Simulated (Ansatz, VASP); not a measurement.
# Two plane-wave programs on AlN

```
Al N
1.0
     0.00000   -2.00552   -2.00552
     0.00000    2.00552   -2.00552
     4.01104    0.00000    0.00000
Al N
2 2
Direct
  0.50283 0.49717 0.00022
  0.99717 0.00283 0.49978
  0.51331 0.48669 0.48524
  0.98669 0.01331 0.01476
```

Change from the starting cell: mode 10 frozen in at -0.053 Å and mode 12 at -0.059 Å (largest displacements).

Alike in both runs: task single point; functional LDA; k mesh 8 × 8 × 6; occupations gaussian, width 0.05 eV; no spin polarisation.

|  | VASP | Ansatz |
| --- | --- | --- |
| version | VASP 6.6.1 | Ansatz 0.2.0 |
| potentials or method | VASP PAW LDA potentials, release 64 (Al, N) | scalar-relativistic, plane waves, PAW |
| plane-wave cutoff (eV) | 520 | 520 |
| valence electrons in the cell | 16 | 16 |

```tsv
	VASP	Ansatz	Ansatz less VASP
gap on the k mesh at the Fermi level (eV)	4.59	4.60	+0.013
least direct gap on the mesh (eV)	4.76	4.78	+0.013
pressure (GPa)	2.5	1.8	-0.65
largest component of the traceless stress (GPa)	1.67	1.63	-0.039
rms of the force components (eV/Å)	0.802	0.791	-0.0113
```

Atom by atom the forces differ by 0.015 eV/Å (rms over components).

Caveats: forces of over 1 eV/Å show positions far from the minimum, so gaps and moduli don't describe the material at rest. A k mesh can miss the band edges.
